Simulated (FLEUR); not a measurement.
Crystal: KF (Carobbiite).

```
K F
1.0
     0.00000    2.67185    2.67185
     2.67185    0.00000    2.67185
     2.67185    2.67185    0.00000
K F
1 1
Direct
  0.00000 0.00000 0.00000
  0.50000 0.50000 0.50000
```

Base run:

| Item | Value |
| --- | --- |
| Program | FLEUR MaX-R8.1 (later development tree) |
| Functional | PBEsol |
| Potentials or basis | all-electron |
| Basis | FLAPW |
| Kmax | 4.1 1/bohr |
| k mesh | 9 × 9 × 9 |
| Occupations | fermi-dirac, width 0.05 eV |
| Spin | no spin polarisation |

Its results: band gap on the k mesh 6.04 eV, direct.

Task: The run is repeated on the same cell with these changes: functional from PBEsol to LDA; muffin-tin radii from K 2.57, F 1.97 bohr to K 2.65, F 2.03 bohr. What comes out?

Result: Band gap on the k mesh 5.80 eV, direct.

Caveats: an odd mesh through Γ misses points on the zone boundary, where band edges often lie (some runs).
